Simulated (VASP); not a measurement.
```
CELL_PARAMETERS angstrom
      0.00000     2.88360     2.88360
      2.88360     0.00000     2.88360
      2.88360     2.88360     0.00000
ATOMIC_POSITIONS crystal
  Li 0.00000 0.00000 0.00000
  I  0.50000 0.50000 0.50000
```

All values below come from PBEsol GGA, VASP's PBE PAW potentials (set 64) (plane waves; VASP). Run with 520 eV cut-off, 7×7×7 Γ-centred mesh, Gaussian smearing of 0.050 eV, potentials Li_sv I.

Energy and stress use the plane-wave basis of the starting cell.

Task: The ions, cell shape and volume are relaxed. What does this cell relax into?

Result: 
```
CELL_PARAMETERS angstrom
      0.00000     2.95304     2.95304
      2.95304     0.00000     2.95304
      2.95304     2.95304     0.00000
ATOMIC_POSITIONS crystal
  Li 0.00000 0.00000 0.00000
  I  0.50000 0.50000 0.50000
```
Space group Fm-3m (225), at a tolerance of 0.03 Å.

Task: How do energy and volume change from the first to the last step?

Result: The energy (σ→0) changes by -9.3 meV/atom and the volume by +7.4 %, in 3 ionic steps.

The structure was generated: LiI was put into the rock salt type (Fm-3m), which need not be its known phase. This run relaxes it. Symmetry was kept, so distortions that lower it aren't found.
